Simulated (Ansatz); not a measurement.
Iridium (simple cubic) across density functionals

All rows: Ansatz, plane waves with scalar-relativistic PAW, 420 eV (500 eV for the SCAN forms), relaxed under each functional, no dispersion correction, no zero-point motion. B₀ comes from uniform scaling at fixed shape; a dash is a value not given.

```
functional  V (Å³/atom)         cell  B₀ (GPa)     magnetic state  ΔE to fcc (meV/atom)
       PBE        17.01  a = 2.572 Å       247       non-magnetic                  1002
    r²SCAN        16.64  a = 2.553 Å       268       non-magnetic                  1034
    PBEsol        16.44  a = 2.543 Å       276  spin not included                  1106
       LDA        16.16  a = 2.528 Å       292  spin not included                  1098
    revPBE        17.20  a = 2.581 Å       236  spin not included                   983
      RPBE        17.28  a = 2.585 Å       232  spin not included                   974
      BLYP        17.93  a = 2.617 Å       209  spin not included                   682
```

LDA gives the smallest volume and BLYP the largest.
